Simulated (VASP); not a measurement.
# CdTe (Pm-3m) in VASP: a series of runs, part 2 of 2

VASP 6.6.1. Earlier steps stand in the parts before.

**4. Single point, PBE**

INCAR

```
SYSTEM = CdTe
PREC     = Accurate       ! precision mode
ENCUT    = 520            ! plane-wave cutoff, eV
EDIFF    = 1E-7           ! SCF threshold, eV
ISMEAR   = -1             ! smearing method
SIGMA    = 0.02           ! smearing width, eV
LREAL    = .False.        ! projectors in reciprocal space
LASPH    = .True.         ! aspherical terms in the spheres
NELM     = 60             ! most SCF steps
ALGO     = Fast           ! electronic algorithm
ISIF     = 2              ! what is computed and relaxed
LWAVE    = .False.        ! write WAVECAR
LCHARG   = .False.        ! write CHGCAR
GGA      = PE             ! functional
NBANDS   = 16             ! bands
```

KPOINTS

```
Automatic mesh
0
Gamma
  6 6 6
  0 0 0
```

POSCAR

```
CdTe
1.0
    3.7610754505      0.0000000000      0.0000000000
    0.0000000000      3.7610754505      0.0000000000
    0.0000000000      0.0000000000      3.7610754505
Cd Te
1 1
Direct
    0.0000000000      0.0000000000      0.0000000000
    0.5000000000      0.5000000000      0.5000000000
```

Potentials or basis: VASP PAW PBE potentials, release 64 (Cd, Te).

Launch:

```sh
$ cat potpaw_PBE.64/Cd/POTCAR potpaw_PBE.64/Te/POTCAR > POTCAR
$ mpirun -np 1 vasp_std > vasp.out
```

OUTCAR:

```text
SYSTEM = CdTe
   PREC = Accurate
   ENCUT = 520
   EDIFF = 1E-7
   ISMEAR = -1
   LREAL = .False.
   LASPH = .True.
   NELM = 60
   ISIF = 2
   GGA = PE

 ion  position               nearest neighbor table
   1  0.000  0.000  0.000-   2 3.26   2 3.26   2 3.26   2 3.26   2 3.26   2 3.26   2 3.26   2 3.26

   2  0.500  0.500  0.500-   1 3.26   1 3.26   1 3.26   1 3.26   1 3.26   1 3.26   1 3.26   1 3.26

  LATTYP: Found a simple cubic cell.
 ALAT       =     3.7610754505

  Lattice vectors:

 A1 = (   3.7610754505,   0.0000000000,   0.0000000000)
 A2 = (   0.0000000000,   3.7610754505,   0.0000000000)
 A3 = (   0.0000000000,   0.0000000000,   3.7610754505)

Analysis of symmetry for initial positions (statically):
=====================================================================
 Subroutine PRICEL returns:
 Original cell was already a primitive cell.

 Routine SETGRP: Setting up the symmetry group for a
 simple cubic supercell.

 Subroutine GETGRP returns: Found 48 space group operations
 (whereof 48 operations were pure point group operations)
 out of a pool of 48 trial point group operations.

The static configuration has the point symmetry O_h .

Analysis of symmetry for dynamics (positions and initial velocities):
=====================================================================
 Subroutine PRICEL returns:
 Original cell was already a primitive cell.

 Routine SETGRP: Setting up the symmetry group for a
 simple cubic supercell.

 Subroutine GETGRP returns: Found 48 space group operations
 (whereof 48 operations were pure point group operations)
 out of a pool of 48 trial point group operations.

The dynamic configuration has the point symmetry O_h .

 Subroutine INISYM returns: Found 48 space group operations
 (whereof 48 operations are pure point group operations),
 and found     1 'primitive' translations

----------------------------------------------------------------------------------------

                                     Primitive cell

  volume of cell :      53.2030

  direct lattice vectors                    reciprocal lattice vectors
     3.761075450  0.000000000  0.000000000     0.265881398  0.000000000  0.000000000
     0.000000000  3.761075450  0.000000000     0.000000000  0.265881398  0.000000000
     0.000000000  0.000000000  3.761075450     0.000000000  0.000000000  0.265881398

  length of vectors
     3.761075450  3.761075450  3.761075450     0.265881398  0.265881398  0.265881398

  position of ions in fractional coordinates (direct lattice)
     0.000000000  0.000000000  0.000000000
     0.500000000  0.500000000  0.500000000

  ion indices of the primitive-cell ions
   primitive index   ion index
                 1           1
                 2           2

----------------------------------------------------------------------------------------

 KPOINTS: Automatic mesh

Automatic generation of k-mesh.
 Grid dimensions read from file:
 generate k-points for:    6    6    6

 Generating k-lattice:

  Cartesian coordinates                     Fractional coordinates (reciprocal lattice)
     0.044313566  0.000000000  0.000000000     0.166666667  0.000000000  0.000000000
     0.000000000  0.044313566  0.000000000     0.000000000  0.166666667  0.000000000
     0.000000000  0.000000000  0.044313566     0.000000000  0.000000000  0.166666667

  Length of vectors
     0.044313566  0.044313566  0.044313566

  Shift w.r.t. Gamma in fractional coordinates (k-lattice)
     0.000000000  0.000000000  0.000000000

 Subroutine IBZKPT returns following result:
 ===========================================

 Found     20 irreducible k-points:

 Following reciprocal coordinates:
            Coordinates               Weight
  0.000000  0.000000  0.000000      1.000000
  0.166667  0.000000  0.000000      6.000000
  0.333333  0.000000  0.000000      6.000000
  0.500000  0.000000  0.000000      3.000000
  0.166667  0.166667  0.000000     12.000000
  0.333333  0.166667  0.000000     24.000000
[... 12 lines left out ...]
  0.500000  0.500000  0.333333      6.000000
  0.500000  0.500000  0.500000      1.000000
   k-points           NKPTS =     20   k-points in BZ     NKDIM =     20   number of bands    NBANDS=     16
   number of dos      NEDOS =    301   number of ions     NIONS =      2
   total plane-waves  NPLWV =  21952
   dimension x,y,z NGX =    28 NGY =   28 NGZ =   28
   dimension x,y,z NGXF=    56 NGYF=   56 NGZF=   56
   ions per type =               1   1
   NGX,Y,Z   is equivalent  to a cutoff of  12.38, 12.38, 12.38 a.u.
   NGXF,Y,Z  is equivalent  to a cutoff of  24.75, 24.75, 24.75 a.u.
 SYSTEM =  CdTe
   PREC   = accura    normal or accurate (medium, high low for compatibility)
   ISTART =      0    job   : 0-new  1-cont  2-samecut
   ICHARG =      2    charge: 1-file 2-atom 10-const
   ISPIN  =      1    spin polarized calculation?
   LNONCOLLINEAR =      F non collinear calculations
   LSORBIT =      F    spin-orbit coupling
   LASPH  =      T    aspherical Exc in radial PAW
   ENCUT  =  520.0 eV  38.22 Ry    6.18 a.u.   6.99  6.99  6.99*2*pi/ulx,y,z
   NELM   =     60;   NELMIN=  2; NELMDL= -5     # of ELM steps
   EDIFF  = 0.1E-06   stopping-criterion for ELM
   LREAL  =      F    real-space projection
[... 7 lines left out ...]
   TEBEG  =    0.0;   TEEND  =   0.0 temperature during run
   PSTRESS=    0.0 pullay stress
   NELECT =      18.0000    total number of electrons
   NUPDOWN=      -1.0000    fix difference up-down
   EMIN   =  10.00;   EMAX   =-10.00  energy-range for DOS
   EFERMI =   0.00;   METHOD = LEGACY
   ISMEAR =    -1;   SIGMA  =   0.02  broadening in eV -4-tet -1-fermi 0-gaus
   EFERMI_NEDOS =   21; number of points for ismear=-14 and -15
   IALGO  =     68    algorithm
   IMIX   =      4    mixing-type and parameters
     AMIX     =   0.40;   BMIX     =  1.00
     AMIX_MAG =   1.60;   BMIX_MAG =  1.00
  volume/ion in A,a.u.               =      26.60       179.52
  Fermi-wavevector in a.u.,A,eV,Ry     =   1.140741  2.155687 17.705118  1.301289
  Thomas-Fermi vector in A             =   2.277442
   LORBIT       =      0    0 simple, 1 ext, 2 COOP (PROOUT), +10 PAW based schemes
   GGA     = PE    functional components
   LHFCALC =     F    Hartree Fock is set to
   AEXX    =    0.0000 exact exchange contribution
   IVDW    =     0    specifies the selected vdW correction
   LEPSILON=     F    determine dielectric tensor
   LRPA    =     F    only Hartree local field effects (RPA)
 non-spin polarized calculation
 RMM-DIIS sequential band-by-band and
  energy-cutoff  :      520.00
  volume of cell :       53.20
 maximum number of plane-waves:      1472
 NGX is ok and might be reduce to    28
   NGX = 13   NGY = 13   NGZ = 13

 number of electron      17.9999993 magnetization

 Free energy of the ion-electron system (eV)
  ---------------------------------------------------
  ext. energy  EPLUGINS =         0.00000000
  ---------------------------------------------------
  free energy    TOTEN  =        -3.77607827 eV

  energy without entropy =       -3.77375093  energy(sigma->0) =       -3.77491460

 E-fermi :   4.9781     XC(G=0): -10.1728

 val. band max:        4.8603777062   @ k =   0.3333   0.0000   0.0000
 cond. band min:       5.0046471284   @ k =   0.3333   0.1667   0.0000
 fundamental gap:      0.1442694222
 Fermi energy:         4.9781200696

 k-point     1 :       0.0000    0.0000    0.0000
  band No.  band energies     occupation
      1      -7.3813      2.00000
      2      -3.6087      2.00000
      3      -3.6087      2.00000
      4      -3.3368      2.00000
      5      -3.3368      2.00000
      6      -3.3368      2.00000
[... 8 lines left out ...]
     15      14.4554      0.00000
     16      17.7269      0.00000

 k-point     2 :       0.1667    0.0000    0.0000
  band No.  band energies     occupation
      1      -7.1805      2.00000
      2      -3.6012      2.00000
      3      -3.5649      2.00000
      4      -3.3757      2.00000
      5      -3.3757      2.00000
      6      -3.3346      2.00000
[... 8 lines left out ...]
     15      13.2865      0.00000
     16      16.4126      0.00000
[... 311 lines left out ...]
      5      -3.2731      2.00000
      6      -3.2018      2.00000
[... 8 lines left out ...]
     15      19.9727      0.00000
     16      19.9727      0.00000

 k-point    20 :       0.5000    0.5000    0.5000
  band No.  band energies     occupation
      1      -4.8684      2.00000
      2      -3.7288      2.00000
      3      -3.7288      2.00000
      4      -3.7288      2.00000
      5      -3.2003      2.00000
      6      -3.2003      2.00000
[... 8 lines left out ...]
     15      21.2849      0.00000
     16      21.6715      0.00000

------------------------ aborting loop because EDIFF is reached ----------------------------------------

  FORCE on cell =-STRESS in cart. coord.  units (eV):
  Direction    XX          YY          ZZ          XY          YZ          ZX
  --------------------------------------------------------------------------------------
  -------------------------------------------------------------------------------------
  Total        0.2536938      0.2536938      0.2536938     -0.0000000     -0.0000000     -0.0000000
  in kB        7.6398411      7.6398411      7.6398411     -0.0000000     -0.0000000     -0.0000000
  external PRESSURE =       7.6398411 kB  Pullay stress =       0.0000000 kB

 VOLUME and BASIS-vectors are now :
 -----------------------------------------------------------------------------
  energy-cutoff  :      520.00
  volume of cell :       53.20
      direct lattice vectors                 reciprocal lattice vectors
     3.761075450  0.000000000  0.000000000     0.265881398  0.000000000  0.000000000
     0.000000000  3.761075450  0.000000000     0.000000000  0.265881398  0.000000000
     0.000000000  0.000000000  3.761075450     0.000000000  0.000000000  0.265881398

 POSITION                                       TOTAL-FORCE (eV/Angst)
 -----------------------------------------------------------------------------------
      0.00000      0.00000      0.00000         0.000000      0.000000      0.000000
      1.88054      1.88054      1.88054         0.000000      0.000000      0.000000
 -----------------------------------------------------------------------------------
    total drift:                               -0.000000      0.000000     -0.000000

  FREE ENERGIE OF THE ION-ELECTRON SYSTEM (eV)
  ---------------------------------------------------
  free  energy   TOTEN  =        -3.7760782734 eV

  energy  without entropy=       -3.7737509314  energy(sigma->0) =       -3.77491460
```

It took 7.6 s on 1 thread of AMD EPYC 9R45 (Zen 5), shared host; peak memory 0.13 GiB.

Results:

- Free energy: -3.7761 eV
- Pressure: 0.8 GPa
- Band gap on the k mesh: none (metal or under the smearing width)

The run has no spin-orbit coupling, so splittings on Te are missing.
